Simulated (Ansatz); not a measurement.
# The perfect (7,0) C nanotube, part 4 of 4

Aim: is the (7,0) C nanotube a metal or a semiconductor?

Ansatz 0.2.0; DFT PBE, plane waves, PAW; relaxation of a wire's period (the session's first sound run).

So far, band gap (eV): step 3 (bands of the perfect wire, PBE) 0.194; step 4 (LDA PBE, k-mesh 1×1×15) 0.184; step 5 (PBEsol PBE, k-mesh 1×1×15) 0.174; step 6 (r2SCAN PBE, cutoff 500 eV, k-mesh 1×1×15) 0.226; step 9 (relaxing the atoms, period over the relaxed period 1.03, k-mesh …, PBE) 0.451.

**10. The same system on other settings**

This step: DFT LDA, plane waves, PAW; bands of a perfect wire at the PBE geometry; changed: scf.mixing = {"algorithm": "anderson", "beta": 1.0, "ndim": 1, "preconditioner": "none"}, scf.max_iter = 100 (Ansatz 0.2.0).

The input of the band run (LDA) is made doubtful on purpose.

Input file input.yaml:

```yaml
crystal:
  lattice:
    - [12.28, 0.0, 0.0]
    - [0.0, 12.143, 0.0]
    - [0.0, 0.0, 4.2692305357]
  atoms:
    - { symbol: C, position: [0.294837054, 0.599906036, 0.000547263] }
    - { symbol: C, position: [0.294837054, 0.400078229, 0.000547263] }
    - { symbol: C, position: [0.449335517, 0.724500678, 0.000543421] }
    - { symbol: C, position: [0.449335517, 0.275483587, 0.000543421] }
    - { symbol: C, position: [0.641979786, 0.680020311, 0.000538258] }
    - { symbol: C, position: [0.641979786, 0.319963954, 0.000538258] }
    - { symbol: C, position: [0.727743252, 0.499992133, 0.00053924] }
    - { symbol: C, position: [0.294837054, 0.599906036, 0.33278607] }
    - { symbol: C, position: [0.294837054, 0.400078229, 0.33278607] }
    - { symbol: C, position: [0.449335517, 0.724500678, 0.332789912] }
    - { symbol: C, position: [0.449335517, 0.275483587, 0.332789912] }
    - { symbol: C, position: [0.641979786, 0.680020311, 0.332795075] }
    - { symbol: C, position: [0.641979786, 0.319963954, 0.332795075] }
    - { symbol: C, position: [0.727743252, 0.499992133, 0.332794093] }
    - { symbol: C, position: [0.272273786, 0.499992133, 0.50053924] }
    - { symbol: C, position: [0.358037252, 0.680020311, 0.500538258] }
    - { symbol: C, position: [0.358037252, 0.319963954, 0.500538258] }
    - { symbol: C, position: [0.55068152, 0.724500678, 0.500543421] }
    - { symbol: C, position: [0.55068152, 0.275483587, 0.500543421] }
    - { symbol: C, position: [0.705179983, 0.599906036, 0.500547263] }
    - { symbol: C, position: [0.705179983, 0.400078229, 0.500547263] }
    - { symbol: C, position: [0.272273786, 0.499992133, 0.832794093] }
    - { symbol: C, position: [0.358037252, 0.680020311, 0.832795075] }
    - { symbol: C, position: [0.358037252, 0.319963954, 0.832795075] }
    - { symbol: C, position: [0.55068152, 0.724500678, 0.832789912] }
    - { symbol: C, position: [0.55068152, 0.275483587, 0.832789912] }
    - { symbol: C, position: [0.705179983, 0.599906036, 0.83278607] }
    - { symbol: C, position: [0.705179983, 0.400078229, 0.83278607] }
kpoints:
  mp_grid: { grid: [1, 1, 15] }
  band_path: { path: ["Γ", Z], npoints: 50 }
scf:
  occupations: { method: fermi_dirac, width: 0.05 }
  mixing: { algorithm: anderson, beta: 1.0, ndim: 1, preconditioner: none }
  max_iter: 100
hamiltonian:
  xc: lda
```

Command:

```
$ ansatz run input.yaml --threads 4 --pin off --max-ram 16384MiB --backend cpu --events-out ev --progress --plain --runs-dir out
```

Numbers of over 12 decimals in the logs are rounded to 6 here.

The program printed:

```text
Engine: ansatz 0.2.0, aarch64-unknown-linux-gnu
Pseudopotentials: kind: paw
Pseudopotential: C, paw, valence charge 4, recommended cutoff 420 eV (normal), C.paw.azcp
Functional definition: SPW92
  exchange = slater_x
  correlation = pw_c
Crystal: 28 atoms, lattice volume = 636.611 Å³
Basis set: ecut = 420 eV, 12415 PW (Γ)
Bands: 84, of which v1, the nominal top of the filled ones, is band 56 counted from 1 (55 counted from 0)
Symmetry: 8 space group operations
Space group: Pmma (ITA 51), of the structure as read, at distance tolerance 8.6e-5 Å
k-points: 8 of 15
Non-local potential: C, projectors of the file, l = 0: 2, l = 1: 2, l = 2: 1
PAW form: soft (Blöchl's): semilocal exchange-correlation on the pseudo side does not see the compensation charge
PAW frozen core: C, regenerated for the run's functional, and the local potential with it (the file was generated under x = pbe(κ = 0.804, μ = 0.219515), c = pbe(β = 0.066725))
PAW one-centre angular grid: C, 110 points (default); XC on 64 Gauss nodes
Initial density: superposition of atomic densities (neutral atoms: chi_scale 0, normalization atom), corrected by the library's trained network
Initial wavefunctions: pseudopotential atomic-orbital guess
Functional: x = slater, c = lda
SCF iter   1: F=—  HF=-6795.455882 eV  |F-HF|=—  |Δ(HF+E_count)|=         —  Δρ=4.04e-3  dr2=5.12e-2  ethr=1.77e-3  ⟨swp⟩=13.5  Hψ=4898  notcnv=0  defer=64
SCF iter   2: F=—  HF=-6795.470429 eV  |F-HF|=—  |Δ(HF+E_count)|=   1.45e-2  Δρ=5.03e-4  dr2=2.07e-3  ethr=4.57e-5  ⟨swp⟩=3.1  Hψ=1489  notcnv=0  defer=145
SCF iter   3: F=—  HF=-6795.469749 eV  |F-HF|=—  |Δ(HF+E_count)|=   6.79e-4  Δρ=2.42e-4  dr2=6.67e-4  ethr=1.85e-6  ⟨swp⟩=2.0  Hψ=968  notcnv=0  defer=145
SCF iter   4: F=—  HF=-6795.469794 eV  |F-HF|=—  |Δ(HF+E_count)|=   4.47e-5  Δρ=2.33e-4  dr2=1.04e-3  ethr=5.96e-7  ⟨swp⟩=2.8  Hψ=1186  notcnv=0  defer=145
SCF iter   5: F=—  HF=-6795.470670 eV  |F-HF|=—  |Δ(HF+E_count)|=   8.76e-4  Δρ=4.13e-4  dr2=4.16e-3  ethr=5.96e-7  ⟨swp⟩=3.0  Hψ=1253  notcnv=0  defer=145
SCF iter   6: F=—  HF=-6795.475022 eV  |F-HF|=—  |Δ(HF+E_count)|=   4.35e-3  Δρ=8.89e-4  dr2=1.95e-2  ethr=5.96e-7  ⟨swp⟩=3.0  Hψ=1322  notcnv=0  defer=145
SCF iter   7: F=—  HF=-6795.496527 eV  |F-HF|=—  |Δ(HF+E_count)|=   2.15e-2  Δρ=2.01e-3  dr2=9.75e-2  ethr=5.96e-7  ⟨swp⟩=4.0  Hψ=1761  notcnv=0  defer=145
SCF iter   8: F=—  HF=-6795.614682 eV  |F-HF|=—  |Δ(HF+E_count)|=   1.18e-1  Δρ=4.75e-3  dr2=5.48e-1  ethr=5.96e-7  ⟨swp⟩=5.0  Hψ=2146  notcnv=0  defer=145
SCF iter   9: F=—  HF=-6796.437105 eV  |F-HF|=—  |Δ(HF+E_count)|=   8.22e-1  Δρ=1.29e-2  dr2=4.23e0  ethr=5.96e-7  ⟨swp⟩=5.1  Hψ=2653  notcnv=0  defer=152
[...]
WARN: SCF iteration 14: the Harris–Foulkes energy stands at -4.0137e4 eV, against -6795.4697 eV at iteration 3 (that of least residual so far), and has stood under the runaway watch's bar for 3 iterations running; the SCF is not ended for it (`scf.max_iter` in the input reference has the rule and what to try)
[...]
SCF iter  36: F=—  HF=-40078.042309 eV  |F-HF|=—  |Δ(HF+E_count)|=    1.52e3  Δρ=1.22e0  dr2=5.16e4  ethr=5.96e-7  ⟨swp⟩=46.0  Hψ=29971  notcnv=113  defer=218
SCF iter  37: F=—  HF=-38558.469294 eV  |F-HF|=—  |Δ(HF+E_count)|=    1.52e3  Δρ=1.23e0  dr2=5.16e4  ethr=5.96e-7  ⟨swp⟩=46.0  Hψ=29602  notcnv=114  defer=218
SCF iter  38: F=—  HF=-40075.141252 eV  |F-HF|=—  |Δ(HF+E_count)|=    1.52e3  Δρ=1.22e0  dr2=5.16e4  ethr=5.96e-7  ⟨swp⟩=46.0  Hψ=29898  notcnv=101  defer=218
SCF iter  39: F=—  HF=-38561.637551 eV  |F-HF|=—  |Δ(HF+E_count)|=    1.51e3  Δρ=1.22e0  dr2=5.16e4  ethr=5.96e-7  ⟨swp⟩=46.0  Hψ=29316  notcnv=110  defer=218
SCF iter  40: F=—  HF=-40078.886499 eV  |F-HF|=—  |Δ(HF+E_count)|=    1.52e3  Δρ=1.23e0  dr2=5.16e4  ethr=5.96e-7  ⟨swp⟩=111.6  Hψ=61008  notcnv=0
Mixer restart at iter 40: flushing history
iteration 40: the SCF's residuals had fallen too slowly under its mixing. It goes on by minimising its free energy, and can end on another state than longer mixing would; under `scf.algorithm: density_mixing` no SCF does so, but by `scf.convergence.dm_fallback`
SCF iter  41: F=—  HF=-34016.462556 eV  |F-HF|=—  |Δ(HF+E_count)|=    6.06e3  Δρ=1.16e0  dr2=4.70e4  ethr=5.96e-7  ⟨swp⟩=73.6  Hψ=53592  notcnv=0
SCF iter  42: F=—  HF=-8752.881281 eV  |F-HF|=—  |Δ(HF+E_count)|=    2.53e4  Δρ=7.09e-1  dr2=6.40e3  ethr=5.96e-7  ⟨swp⟩=133.2  Hψ=106223  notcnv=0
```

Wall time 10 min (4 threads of Arm Neoverse V1, shared host); peak memory 2 GiB.

Residual by cycle:

cycle, log10 residual and a bar from the least value:
```
        1       -1.3 #####
        5       -2.4 
        8       -0.3 #########
       12        4.4 #############################
       16        4.7 ##############################
       20        4.7 ##############################
       23        4.7 ##############################
       27        4.7 ##############################
       31        4.7 ##############################
       35        4.7 ##############################
       38        4.7 ##############################
       42        3.8 ##########################
```

The run was cut off at its time limit.

After 42 cycles the residual stands at 6395.

The fault put into the input: mixing far too strong (scf.mixing).

**11. Results**

```json
{
  "cell length, PBE": "4.269 Å",
  "gap, PBE": "0.194 eV",
  "gap, LDA": "0.184 eV",
  "gap, PBEsol": "0.174 eV",
  "gap, r2SCAN": "0.226 eV",
  "gap, period scaled by 0.94": "none",
  "gap, period scaled by 1.03": "0.451 eV"
}
```

**Reading.** Under PBE the cell's length is 4.27 Å, and a gap of 0.19 eV makes it a semiconductor. At the relaxed period the wire is gapped under every functional, from 0.17 eV (PBEsol) to 0.23 eV (r2SCAN). Weak screening in one dimension makes quasiparticle gaps larger than the semilocal gaps, as a rule. Strain matters: under PBE the gap goes from 0.19 eV to 0 eV at 0.94 times the period and 0.451 eV at 1.03 times the period. Where the gap is under about 0.35 eV, the smearing of 0.05 eV partly fills the band edges in the SCF.

[Logs are printed without paths, hosts, clocks, repeated set-up lines and the standing remarks that a program may print on its own settings, such as how far it seeks lower states.]

[Hosts, paths, dates, database ids (printed as entryN), source tags and the programs' standing remarks are cut or masked in the printed files.]
